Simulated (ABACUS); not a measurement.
Wanted: the native input for an ABACUS 3.10.1 run.

```yaml
Task: relaxation of cell and atoms
Functional: LDA-PW92
Potentials_or_basis: GBRV ultrasoft 1.5 LDA
Cutoff: 544 eV
Density_cutoff: 4354 eV
Basis: plane waves
k_mesh: 9 × 9 × 9
Occupations: fermi-dirac, width 0.05 eV
Spin: collinear spin, ferromagnetic start
Starting_moments: "[3.0, 0.0] μB"
Max_steps_of_the_relaxation: 60
Force_threshold: 0.02 eV/Å
Optimiser: cg
Stress_threshold: 0.2 kbar
Radial_cutoff_of_the_potentials_pseudo_rcut: 10 bohr
SCF_threshold_on_the_density: 1e-08
Max_SCF_steps: 100
Eigensolver: dav
Mixing: broyden
Mixing_share: 0.4
Symmetry_key: 1
```

FeO (Wuestite):

```xyz
2
Lattice="0.0000 2.1554 2.1554 2.1554 0.0000 2.1554 2.1554 2.1554 0.0000" Properties=species:S:1:pos:R:3 pbc="T T T"
Fe    0.0000    0.0000    0.0000
O     2.1554    2.1554    2.1554
```

The input as run:

INPUT

```
INPUT_PARAMETERS
suffix              FeO
calculation         cell-relax
basis_type          pw
pseudo_dir          ./
symmetry            1
dft_functional      LDA_X+LDA_C_PW
ecutwfc             40
pseudo_rcut         10
nspin               2
nbands              17
ks_solver           dav
smearing_method     fd
smearing_sigma      0.00367493
scf_thr             1e-08
scf_nmax            100
mixing_type         broyden
mixing_beta         0.4
cal_force           1
cal_stress          1
ecutrho             320
relax_nmax          60
force_thr_ev        0.02
relax_method        cg
out_stru            1
stress_thr          0.2
kpar                4
```

STRU

```
ATOMIC_SPECIES
Fe 55.8450 fe_lda_v1.5.uspp.F.UPF
O 15.9990 o_lda_v1.2.uspp.F.UPF

LATTICE_CONSTANT
1.8897261246

LATTICE_VECTORS
0.0000000000 2.1554000000 2.1554000000
2.1554000000 0.0000000000 2.1554000000
2.1554000000 2.1554000000 0.0000000000

ATOMIC_POSITIONS
Cartesian

Fe
0.0
1
0.0000000000 0.0000000000 0.0000000000 1 1 1 mag 3

O
0.0
1
2.1554000000 2.1554000000 2.1554000000 1 1 1 mag 0
```

KPT

```
K_POINTS
0
Gamma
9 9 9 0 0 0
```

Potentials or basis: GBRV ultrasoft 1.5 LDA, plane waves.

Launch:

```sh
$ OMP_NUM_THREADS=1 mpirun -np 4 abacus > log
```

It gave:

| Property | Result |
| --- | --- |
| Relaxed volume | 9.23 Å³/atom |
| Relaxed cell | a = 2.966 Å, b = 2.966 Å, c = 2.966 Å, α = 60.00°, β = 60.00°, γ = 60.00° |
| Space group after relaxing (to 0.05 Å) | Fm-3m (No. 225) |
| Energy gained by relaxing | 40.5 meV/atom |
| Ionic steps | 19 |
| Pressure after relaxing | 0.0 GPa |
| Band gap on the k mesh | none (metal or under the smearing width) |
| Net moment | 3.99 μB per cell |
| Absolute moment | 3.99 μB per cell |

Caveat: a cell with one magnetic atom can't hold antiferromagnetic order, which such compounds often take; semilocal functionals often make such compounds metallic where correlation or magnetic order opens a gap, which also shifts bond lengths.

Run time: 100 s on 4 MPI ranks on Intel(R) Xeon(R) Platinum 8488C (Sapphire Rapids) (shared host), peak memory 0.52 GiB a rank.
